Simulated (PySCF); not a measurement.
Runs of PySCF 2.14.0 on SiSe2H2. The cell holds a molecule in a box, 5 atoms: a = 12.000 Å, b = 12.000 Å, c = 12.000 Å, α = 90.00°, β = 90.00°, γ = 90.00°. 

```csv
task,level,frozen core bands,conv_tol,exxdiv,grid for exchange and correlation,three-body dispersion term,gap on the mesh (eV)
MP2 correlation energy,HF,23,1e-08 Ha,ewald,-,-,(a)
atomic charges,LDA,-,1e-07 Ha,-,"Becke, atom-centred",-,1.88
atomic charges,TPSS+D3(OP),-,1e-07 Ha,-,"Becke, atom-centred",no,2.16
atomic charges,WC,-,1e-07 Ha,-,"Becke, atom-centred",-,1.96
```

Alike in all rows: potentials or basis def2-svp (all-electron); no spin polarisation; cell as given; k mesh 1 × 1 × 1; smearing fixed.

Question: Fill in the values left out.

Answer: (a) 10.14.

Caveats: this is a molecule in a periodic box at the Γ point, so its band gap is the HOMO-LUMO gap; relativity is left out, which matters for the heavier elements; the basis of atomic orbitals isn't converged, which shifts pressures, moduli and gaps; the basis is small and the box finite, so much correlation energy is missing and levels can be off by tenths of an eV (some runs).

A k mesh can miss the band edges, and the runs leave out spin-orbit coupling on Se.

Runs at the PBE level aren't shown here.
